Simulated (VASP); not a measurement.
Here is a VASP 6.6.1 calculation.

File INCAR:

```
PREC = Accurate
ENCUT = 600
EDIFF = 1E-7
ISMEAR = 0
SIGMA = 0.03
LREAL = F
LASPH = T
NELM = 80
ALGO = Normal
ISIF = 3
LWAVE = F
LCHARG = F
GGA = PE
IBRION = 2
NSW = 90
EDIFFG = -0.005
```

File KPOINTS:

```
regular mesh
0
Gamma
  9 9 5
```

Contents of POSCAR:

```
ZrSe2                                   
1.0
    3.7984708074     -0.0000000000      0.0000000000
   -1.8992354037      3.2895722148      0.0000000000
    0.0000000000      0.0000000000      6.8104499915
  Zr              Se            
     1     2
Direct
     0.0000000000000000    0.0000000000000000    0.0000000000000000
     0.3333333332999970    0.6666666667000030    0.2327374150572057
     0.6666666667000030    0.3333333332999970    0.7672625849427943
```

Potentials or basis: VASP PAW PBE potentials, release 64 (Zr_sv, Se).

Command:

```bash
$ cat potpaw_PBE.64/Zr_sv/POTCAR potpaw_PBE.64/Se/POTCAR > POTCAR
$ mpirun -np 1 vasp_std > vasp.out
```

(1) Estimate the band gap on the k mesh.

(2) Estimate the relaxed cell.

(3) Predict the space group after relaxing (to 0.05 Å).

Answers

(1) 0.43 eV, indirect (least direct gap 1.11 eV).

(2) a = 3.801 Å, b = 3.801 Å, c = 6.809 Å, α = 90.00°, β = 90.00°, γ = 120.00°.

(3) P-3m1 (No. 164).

Caveat: an odd mesh through Γ misses points on the zone boundary, where band edges often lie.
